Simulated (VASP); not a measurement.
Crystal: BaHfO3.

```
Ba Hf O
1.0
     4.15354    0.00000    0.00000
     0.00000    4.15354    0.00000
     0.00000    0.00000    4.15354
Ba Hf O
1 1 3
Direct
  0.50000 0.50000 0.50000
  0.00000 0.00000 0.00000
  0.00000 0.50000 0.00000
  0.50000 0.00000 0.00000
  0.00000 0.00000 0.50000
```

The cell comes from a database or a generator and needn't be the stable form of this composition.

Base run:

* Program: VASP 6.6.1
* Functional: PBEsol
* Potentials or basis: VASP PAW PBE potentials, release 64 (Ba_sv, Hf_pv, O)
* Cutoff: 520 eV
* k mesh: 6 × 6 × 6
* Occupations: gaussian, width 0.5 eV
* Spin: no spin polarisation

Its results: band gap on the k mesh 3.50 eV, indirect (least direct gap 3.70 eV); pressure 0.1 GPa.

Task: After a change of settings the same cell gave: band gap on the k mesh 4.15 eV, indirect (least direct gap 4.37 eV); pressure 2.3 GPa. Which change was it?
A. potentials or basis from VASP PAW PBE potentials, release 64 (Ba_sv, Hf_pv, O) to VASP PAW PBE potentials, release 64 (Ba_sv, Hf_pv, O_h); cutoff from 520 eV to 900 eV; occupations from gaussian, width 0.5 eV to gaussian, width 0.02 eV
B. k mesh from 6 × 6 × 6 to 8 × 8 × 8; occupations from gaussian, width 0.5 eV to gaussian, width 0.02 eV
C. functional from PBEsol to r2SCAN; occupations from gaussian, width 0.5 eV to gaussian, width 0.02 eV
D. cutoff from 520 eV to 700 eV; occupations from gaussian, width 0.5 eV to gaussian, width 0.02 eV

Result: C.

Caveats: the PAW data sets were made with another functional, which shifts forces and pressure a little; spin-orbit coupling is left out, which moves the levels of the heavy elements.

Not every run made on this cell is shown here.
